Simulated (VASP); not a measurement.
A run of VASP 6.6.1:

File POSCAR:

```
Al2O3
1.0
    2.8843249483      0.0000000000      0.0000000000
   -1.4421624742      2.4978986780      0.0000000000
    0.0000000000      0.0000000000      9.3367544600
Al O
2 3
Direct
    0.0000000000      0.0000000000      0.8500076700
    0.0000000000      0.0000000000      0.1499923300
    0.3333333333      0.6666666667      0.7776830800
    0.6666666667      0.3333333333      0.0000000000
    0.3333333333      0.6666666667      0.2223169200
```

The input INCAR.step1:

```
SYSTEM = Al2O3
ALGO = Normal ; EDIFF = 1E-5
ENCUT = 520 ; GGA = PE
ISIF = 2 ; ISMEAR = 0
KPAR = 4 ; LASPH = .True.
LCHARG = .False. ; LREAL = .False.
LWAVE = .True. ; NELM = 80
PREC = Accurate ; SIGMA = 0.02
```

File INCAR.step2:

```
SYSTEM = Al2O3
AEXX = 0.25 ; ALGO = Normal
EDIFF = 1E-6 ; ENCUT = 520
GGA = PE ; HFRCUT = -1
ISIF = 2 ; ISMEAR = 0
ISTART = 1 ; KPAR = 4
LASPH = .True. ; LCHARG = .False.
LHFCALC = .True. ; LREAL = .False.
LWAVE = .False. ; NELM = 80
PREC = Accurate ; PRECFOCK = Fast
SIGMA = 0.02
```

The input KPOINTS:

```
k-points
0
Gamma
  6 6 2
  0 0 0
```

KPOINTS_OPT

```
path GMKGALHA,LM,KH
8
line-mode
reciprocal
 0.0000000000  0.0000000000  0.0000000000  G
 0.5000000000  0.0000000000  0.0000000000  M

 0.5000000000  0.0000000000  0.0000000000  M
 0.3333333333  0.3333333333  0.0000000000  K

 0.3333333333  0.3333333333  0.0000000000  K
 0.0000000000  0.0000000000  0.0000000000  G

 0.0000000000  0.0000000000  0.0000000000  G
 0.0000000000  0.0000000000  0.5000000000  A

 0.0000000000  0.0000000000  0.5000000000  A
 0.5000000000  0.0000000000  0.5000000000  L

 0.5000000000  0.0000000000  0.5000000000  L
 0.3333333333  0.3333333333  0.5000000000  H

 0.3333333333  0.3333333333  0.5000000000  H
 0.0000000000  0.0000000000  0.5000000000  A

 0.5000000000  0.0000000000  0.5000000000  L
 0.5000000000  0.0000000000  0.0000000000  M

 0.3333333333  0.3333333333  0.0000000000  K
 0.3333333333  0.3333333333  0.5000000000  H
```

Potentials or basis: VASP PAW PBE potentials, release 64 (Al, O).

Command:

```console
$ cat potpaw_PBE.64/Al/POTCAR potpaw_PBE.64/O/POTCAR > POTCAR
$ cp INCAR.step1 INCAR
$ mpirun -np 4 vasp_std > vasp.out
$ cp INCAR.step2 INCAR
$ mpirun -np 4 vasp_std > vasp.out
```

Hardware: 4 MPI ranks on Intel(R) Xeon(R) Platinum 8488C (Sapphire Rapids) (shared host).

Q: How long does it take, and how much memory?

A: Run time: 13 min on 4 MPI ranks on Intel(R) Xeon(R) Platinum 8488C (Sapphire Rapids) (shared host), peak memory 0.22 GiB a rank. Counts: scf iterations 58, k points 14.
